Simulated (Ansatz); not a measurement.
## Relaxing Ag

These are results of Ansatz, DFT PBEsol, scalar-relativistic, plane waves, PAW, not measurements. Settings: 420 eV cutoff, 18×18×14 k-mesh, Gaussian smearing of 0.10 eV, no spin polarisation.

What was changed: uniaxial strain along a, with b, c and atoms relaxed: -4.5 %.

Command:

```bash
ansatz run input.yaml --threads 1 --pin off --max-ram 2560MiB --backend cpu --events-out ev --progress --plain --runs-dir out
```

Input:

```yaml
crystal:
  lattice:
    - [1.9359932582, 1.9359932582, 0.0]
    - [-2.0500242747, 2.0500242747, 0.0]
    - [0.0, 0.0, 4.1000485495]
  atoms:
    - { symbol: Ag, position: [0.0, 0.0, 0.0] }
    - { symbol: Ag, position: [0.5, 0.5, 0.5] }
basis:
  ecutwfc: 420
kpoints:
  mp_grid: { grid: [18, 18, 14] }
hamiltonian:
  xc: pbesol
scf:
  occupations: { method: gaussian, width: 0.1 }
output:
  forces: true
  stress: true
  eigenvalues: true
relax:
  adjacent_minimum: "off"
  f_tol: 0.008
  max_steps: 40
  cell: { stress_tol: 0.015, fix: [a, angles] }
```

F is the free energy. Steps run on the plane waves of an earlier cell, but the last one, and at times one on the way, on a freshly chosen basis, so a repeated geometry can differ a little in energy. The held parts of the cell keep their stress, so P needn't end at zero.

Steps:

```
step F − F(1) (eV) largest force component (eV/Å) V (Å³/atom) P (GPa)
   1         0.0000                           0.000       16.272     3.40
   2        -0.0035                           0.000       16.466     1.86
   3        -0.0043                           0.000       16.418     2.19
   4        -0.0043                           0.000       16.415     2.21
   5        -0.0043                           0.000       16.415     2.21
```

Relaxed structure:

```
CELL_PARAMETERS angstrom
1.93599 1.93599 0.00000
-2.02537 2.02537 0.00000
0.00000 0.00000 4.18633
ATOMIC_POSITIONS crystal
Ag 0.00000 0.00000 0.00000
Ag 0.50000 0.50000 0.50000
```

Symmetry: Immm, No. 71, orthorhombic system. The conventional cell has a = 2.738 Å, b = 2.864 Å, c = 4.186 Å, α = 90.00°, β = 90.00°, γ = 90.00°. Ag (site symmetry mmm) has 12 Ag at 2.74 to 2.88 Å as nearest neighbours.

The run converged. The run took 59 s on 1 thread of Intel(R) Xeon(R) 6975P-C (Granite Rapids), with other jobs on the host, peak memory 0.75 GiB.